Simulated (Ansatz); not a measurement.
Si2W in Ansatz: the effect of functional

Si2W:

```
W Si
1.0
    -1.60690    1.60690    3.91495
     1.60690   -1.60690    3.91495
     1.60690    1.60690   -3.91495
W Si
1 2
Direct
  0.00000 0.00000 0.00000
  0.66530 0.66530 0.00000
  0.33470 0.33470 0.00000
```

Alike in all runs:

- Program: Ansatz 0.2.0
- Task: projected density of states
- Potentials or basis: Ansatz PAW
- k mesh: 7 × 7 × 7
- Occupations: fermi-dirac, width 0.05 eV
- Spin: no spin polarisation

```tsv
functional	cutoff	pressure (GPa)	largest force (eV/Å)
LDA	420 eV (not typed: the program's choice for these potentials)	-5.8	0.09
PBE	420 eV (not typed: the program's choice for these potentials)	3.3	0.04
PBEsol	420 eV (not typed: the program's choice for these potentials)	-2.0	0.01
RPBE	420 eV (not typed: the program's choice for these potentials)	6.1	0.08
revPBE	420 eV (not typed: the program's choice for these potentials)	5.3	0.07
BLYP	420 eV (not typed: the program's choice for these potentials)	12.2	0.03
r2SCAN	500 eV (not typed: the program's choice for these potentials)	-1.2	0.06
HSE06	420 eV (not typed: the program's choice for these potentials)	?	?
PBE0	420 eV (not typed: the program's choice for these potentials)	-2.6	0.12
r2SCAN0	500 eV (not typed: the program's choice for these potentials)	-5.4	0.20
```

Problem. What does the run with functional HSE06 give?

Solution. Pressure -2.3 GPa; largest force 0.11 eV/Å.

Caveats: all runs use coarse meshes; the density of states is complete only up to the lowest level of the last band computed; the PAW data sets come from PBE, with cores solved anew for the run's functional, which leaves a small shift of forces and pressure (some runs); the thresholds are loose for stress (some runs).
